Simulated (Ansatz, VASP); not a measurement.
**One calculation of LiCl, two programs**

The input INCAR:

```
SYSTEM = LiCl
ALGO = Normal
EDIFF = 1E-6
ENCUT = 520
GGA = PE
ISIF = 2
ISMEAR = -1
LASPH = .TRUE.
LCHARG = .FALSE.
LREAL = .FALSE.
LWAVE = .FALSE.
NBANDS = 12
NELM = 80
PREC = Accurate
SIGMA = 0.02
```

The input KPOINTS:

```
k-points
0
G
  6 6 6
  0 0 0
```

The input POSCAR:

```
LiCl
1.0
    0.0000000000      2.5647700000      2.5647700000
    2.5647700000      0.0000000000      2.5647700000
    2.5647700000      2.5647700000      0.0000000000
Cl Li
1 1
Direct
    0.5000000000      0.5000000000      0.5000000000
    0.0000000000      0.0000000000      0.0000000000
```

File input.yaml:

```yaml
crystal:
  lattice:
    - [0.0, 2.56477, 2.56477]
    - [2.56477, 0.0, 2.56477]
    - [2.56477, 2.56477, 0.0]
  atoms:
    - { symbol: Cl, position: [0.5, 0.5, 0.5] }
    - { symbol: Li, position: [0.0, 0.0, 0.0] }
kpoints:
  mp_grid: { grid: [6, 6, 6] }
scf:
  occupations: { method: fermi_dirac, width: 0.02 }
hamiltonian:
  xc: pbe
  pseudopotentials: { kind: all_electron, lapw: { basis_error: 0.004 } }
output:
  forces: true
  stress: true
  eigenvalues: true
```

Alike in both runs: task single point; functional PBE; k mesh 6 × 6 × 6; occupations fermi-dirac, width 0.02 eV; no spin polarisation.

|  | VASP | Ansatz |
| --- | --- | --- |
| version | VASP 6.6.1 | Ansatz 0.2.0 |
| potentials or method | VASP PAW PBE potentials, release 64 (Cl, Li_sv) | all-electron LAPW, scalar-relativistic |
| plane-wave cutoff (eV) | 520 | see its input |

|  | VASP | Ansatz | Ansatz less VASP |
| --- | --- | --- | --- |
| gap on the k mesh at the Fermi level (eV) | 6.34 | 6.33 | -0.014 |
| least direct gap on the mesh (eV) | 6.34 | 6.33 | -0.014 |

Ansatz ran all-electron here, so the differences hold the error of VASP's frozen core and of both bases.

 A k mesh can miss the band edges.
